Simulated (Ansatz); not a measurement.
Level of theory: DFT PBE, scalar-relativistic, plane waves, PAW in Ansatz. All cells share a 420 eV cutoff and Γ-centred k meshes spaced at most about 0.3 Å⁻¹ (about 0.25 or finer for metals, 2π included). No spin polarisation in the final relaxations.

These are static total energies at zero pressure.

Compare these two cells of In, each relaxed at this level.

A.

```xyz
7
Lattice="3.4182 0.0000 0.0000 -1.7091 2.9603 0.0000 0.0000 0.0000 19.0627" Properties=species:S:1:pos:R:3 pbc="T T T"
In    0.0000    0.0000   14.9653
In    0.0000    1.9735   17.6859
In    1.7091    0.9868    1.3767
In    0.0000    0.0000    4.0974
In    1.7091    0.9868    6.8063
In    0.0000    0.0000    9.5313
In    0.0000    1.9735   12.2564
```

B.

```xyz
1
Lattice="2.8143 -1.7345 0.0000 2.8143 1.7345 0.0000 -1.9776 0.0000 2.8143" Properties=species:S:1:pos:R:3 pbc="T T T"
In    0.0000    0.0000    0.0000
```

Problem. Which is lower in energy, and by how much?

Solution. They are level within the accuracy (2 meV/atom apart, with B the lower in these runs). A has space group P-3m1 (No. 164), 27.6 Å³/atom and no gap on its mesh; B has space group C2/m (No. 12), 27.5 Å³/atom and no gap. In A, In on a site of symmetry 3m has 12 In at 3.35–3.42 Å; around In on a second site of symmetry 3m lie 12 In at 3.36–3.42 Å; around In on a third site of symmetry 3m lie 12 In at 3.35–3.42 Å; 1 more site not described. In B, around In lie 12 In at 3.31–3.47 Å. Both come from invented guesses. The part of the Crystallography Open Database at hand lists In in space group No. 139, which no cell shown has.

For metals, differences of a few meV/atom aren't resolved. Cells relaxed within their symmetry can be saddle points. The C2/m cell of In came from shaking the P-3m1 one.
